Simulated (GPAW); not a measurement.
Set up this calculation in GPAW 26.7.0, as an ASE script.

```yaml
Task: band structure
Functional: M06-L
Potentials_or_basis: GPAW PAW data sets (gpaw-data 1.2.1)
Cutoff: 600 eV
Basis: pw
k_mesh: 11 × 11 × 11
Occupations: fermi-dirac, width 0.05 eV
Spin: no spin polarisation
Maxiter: 150
Band_path: GXWKGLUWLK,UX
Band_points: 100
```

The structure of Al lies in Al.cif:

```cif
data_Al
_cell_length_a 4.04961000
_cell_length_b 4.04961000
_cell_length_c 4.04961000
_cell_angle_alpha 90.00000000
_cell_angle_beta 90.00000000
_cell_angle_gamma 90.00000000
_space_group_name_H-M_alt 'Fm-3m'
_space_group_name_Hall '-F 4 2 3'
_space_group_IT_number 225
loop_
_space_group_symop_operation_xyz
'x,y,z'
'-x,-y,-z'
'-y,x,z'
'y,-x,-z'
'-x,-y,z'
'x,y,-z'
'y,-x,z'
'-y,x,-z'
'x,-y,-z'
'-x,y,z'
'-y,-x,-z'
'y,x,z'
'-x,y,-z'
'x,-y,z'
'y,x,-z'
'-y,-x,z'
'z,x,y'
'-z,-x,-y'
'z,-y,x'
'-z,y,-x'
'z,-x,-y'
'-z,x,y'
'z,y,-x'
'-z,-y,x'
'-z,x,-y'
'z,-x,y'
'-z,-y,-x'
'z,y,x'
'-z,-x,y'
'z,x,-y'
'-z,y,x'
'z,-y,-x'
'y,z,x'
'-y,-z,-x'
'x,z,-y'
'-x,-z,y'
'-y,z,-x'
'y,-z,x'
'-x,z,y'
'x,-z,-y'
'-y,-z,x'
'y,z,-x'
'-x,-z,-y'
'x,z,y'
'y,-z,-x'
'-y,z,x'
'x,-z,y'
'-x,z,-y'
'x,y+1/2,z+1/2'
'-x,-y+1/2,-z+1/2'
'-y,x+1/2,z+1/2'
'y,-x+1/2,-z+1/2'
'-x,-y+1/2,z+1/2'
'x,y+1/2,-z+1/2'
'y,-x+1/2,z+1/2'
'-y,x+1/2,-z+1/2'
'x,-y+1/2,-z+1/2'
'-x,y+1/2,z+1/2'
'-y,-x+1/2,-z+1/2'
'y,x+1/2,z+1/2'
'-x,y+1/2,-z+1/2'
'x,-y+1/2,z+1/2'
'y,x+1/2,-z+1/2'
'-y,-x+1/2,z+1/2'
'z,x+1/2,y+1/2'
'-z,-x+1/2,-y+1/2'
'z,-y+1/2,x+1/2'
'-z,y+1/2,-x+1/2'
'z,-x+1/2,-y+1/2'
'-z,x+1/2,y+1/2'
'z,y+1/2,-x+1/2'
'-z,-y+1/2,x+1/2'
'-z,x+1/2,-y+1/2'
'z,-x+1/2,y+1/2'
'-z,-y+1/2,-x+1/2'
'z,y+1/2,x+1/2'
'-z,-x+1/2,y+1/2'
'z,x+1/2,-y+1/2'
'-z,y+1/2,x+1/2'
'z,-y+1/2,-x+1/2'
'y,z+1/2,x+1/2'
'-y,-z+1/2,-x+1/2'
'x,z+1/2,-y+1/2'
'-x,-z+1/2,y+1/2'
'-y,z+1/2,-x+1/2'
'y,-z+1/2,x+1/2'
'-x,z+1/2,y+1/2'
'x,-z+1/2,-y+1/2'
'-y,-z+1/2,x+1/2'
'y,z+1/2,-x+1/2'
'-x,-z+1/2,-y+1/2'
'x,z+1/2,y+1/2'
'y,-z+1/2,-x+1/2'
'-y,z+1/2,x+1/2'
'x,-z+1/2,y+1/2'
'-x,z+1/2,-y+1/2'
'x+1/2,y,z+1/2'
'-x+1/2,-y,-z+1/2'
'-y+1/2,x,z+1/2'
'y+1/2,-x,-z+1/2'
'-x+1/2,-y,z+1/2'
'x+1/2,y,-z+1/2'
'y+1/2,-x,z+1/2'
'-y+1/2,x,-z+1/2'
'x+1/2,-y,-z+1/2'
'-x+1/2,y,z+1/2'
'-y+1/2,-x,-z+1/2'
'y+1/2,x,z+1/2'
'-x+1/2,y,-z+1/2'
'x+1/2,-y,z+1/2'
'y+1/2,x,-z+1/2'
'-y+1/2,-x,z+1/2'
'z+1/2,x,y+1/2'
'-z+1/2,-x,-y+1/2'
'z+1/2,-y,x+1/2'
'-z+1/2,y,-x+1/2'
'z+1/2,-x,-y+1/2'
'-z+1/2,x,y+1/2'
'z+1/2,y,-x+1/2'
'-z+1/2,-y,x+1/2'
'-z+1/2,x,-y+1/2'
'z+1/2,-x,y+1/2'
'-z+1/2,-y,-x+1/2'
'z+1/2,y,x+1/2'
'-z+1/2,-x,y+1/2'
'z+1/2,x,-y+1/2'
'-z+1/2,y,x+1/2'
'z+1/2,-y,-x+1/2'
'y+1/2,z,x+1/2'
'-y+1/2,-z,-x+1/2'
'x+1/2,z,-y+1/2'
'-x+1/2,-z,y+1/2'
'-y+1/2,z,-x+1/2'
'y+1/2,-z,x+1/2'
'-x+1/2,z,y+1/2'
'x+1/2,-z,-y+1/2'
'-y+1/2,-z,x+1/2'
'y+1/2,z,-x+1/2'
'-x+1/2,-z,-y+1/2'
'x+1/2,z,y+1/2'
'y+1/2,-z,-x+1/2'
'-y+1/2,z,x+1/2'
'x+1/2,-z,y+1/2'
'-x+1/2,z,-y+1/2'
'x+1/2,y+1/2,z'
'-x+1/2,-y+1/2,-z'
'-y+1/2,x+1/2,z'
'y+1/2,-x+1/2,-z'
'-x+1/2,-y+1/2,z'
'x+1/2,y+1/2,-z'
'y+1/2,-x+1/2,z'
'-y+1/2,x+1/2,-z'
'x+1/2,-y+1/2,-z'
'-x+1/2,y+1/2,z'
'-y+1/2,-x+1/2,-z'
'y+1/2,x+1/2,z'
'-x+1/2,y+1/2,-z'
'x+1/2,-y+1/2,z'
'y+1/2,x+1/2,-z'
'-y+1/2,-x+1/2,z'
'z+1/2,x+1/2,y'
'-z+1/2,-x+1/2,-y'
'z+1/2,-y+1/2,x'
'-z+1/2,y+1/2,-x'
'z+1/2,-x+1/2,-y'
'-z+1/2,x+1/2,y'
'z+1/2,y+1/2,-x'
'-z+1/2,-y+1/2,x'
'-z+1/2,x+1/2,-y'
'z+1/2,-x+1/2,y'
'-z+1/2,-y+1/2,-x'
'z+1/2,y+1/2,x'
'-z+1/2,-x+1/2,y'
'z+1/2,x+1/2,-y'
'-z+1/2,y+1/2,x'
'z+1/2,-y+1/2,-x'
'y+1/2,z+1/2,x'
'-y+1/2,-z+1/2,-x'
'x+1/2,z+1/2,-y'
'-x+1/2,-z+1/2,y'
'-y+1/2,z+1/2,-x'
'y+1/2,-z+1/2,x'
'-x+1/2,z+1/2,y'
'x+1/2,-z+1/2,-y'
'-y+1/2,-z+1/2,x'
'y+1/2,z+1/2,-x'
'-x+1/2,-z+1/2,-y'
'x+1/2,z+1/2,y'
'y+1/2,-z+1/2,-x'
'-y+1/2,z+1/2,x'
'x+1/2,-z+1/2,y'
'-x+1/2,z+1/2,-y'
loop_
_atom_site_label
_atom_site_type_symbol
_atom_site_symmetry_multiplicity
_atom_site_Wyckoff_symbol
_atom_site_fract_x
_atom_site_fract_y
_atom_site_fract_z
_atom_site_occupancy
Al1 Al 4 a 0.0000000000 0.0000000000 0.0000000000 1
```

These files were run (other wordings do the same):

run.py

```python
import spglib
from ase import Atoms
from ase.dft.bandgap import bandgap
from ase.io import read, write
from ase.units import GPa
from gpaw import GPAW, PW

atoms = read('Al.cif')
cell, positions, numbers = spglib.find_primitive(
    (atoms.cell[:], atoms.get_scaled_positions(), atoms.numbers), symprec=1e-4)
atoms = Atoms(numbers, cell=cell, scaled_positions=positions, pbc=True)

calc = GPAW(mode=PW(600),
            xc='M06-L',
            kpts={'size': (11, 11, 11), 'gamma': True},
            occupations={'name': 'fermi-dirac', 'width': 0.05},
            nbands=7,
            convergence={'density': 1e-05, 'energy': 1e-05},
            maxiter=150,
            txt='gpaw.txt')
atoms.calc = calc
energy = atoms.get_potential_energy()
forces = atoms.get_forces()
stress = atoms.get_stress()
calc.write('gs.gpw')
write('result.traj', atoms)
print(f'Energy: {energy:.6f} eV')
print('Forces (eV/A):')
print(forces.round(4))
print('Stress (GPa):', (stress / GPa).round(3))
print('Fermi level:', round(calc.get_fermi_level(), 4), 'eV')
print(f'Gap: {bandgap(calc)[0]:.4f} eV, direct: {bandgap(calc, direct=True)[0]:.4f} eV')

path = atoms.cell.bandpath('GXWKGLUWLK,UX', npoints=100, eps=1e-4)
bs_calc = calc.fixed_density(kpts=path, symmetry='off', nbands=13,
                             convergence={'bands': 'CBM+6.0', 'eigenstates': 1e-6}, txt='bands.txt')
bs = bs_calc.band_structure()
bs.write('bs.json')
print(f'Gap on the path: {bandgap(bs_calc)[0]:.4f} eV')
```

Potentials or basis: GPAW PAW data sets (gpaw-data 1.2.1), pw.

Command:

```bash
$ OMP_NUM_THREADS=1 python run.py
```

It gave:

* Pressure: -2.3 GPa
* Band gap along the path: none (metal or under the smearing width)

Caveat: the PAW data sets were made with another functional, which shifts forces and pressure a little.

Wall time 46 s on 1 thread of Intel(R) Xeon(R) Platinum 8488C (Sapphire Rapids), on a shared host, peak memory 0.19 GiB.
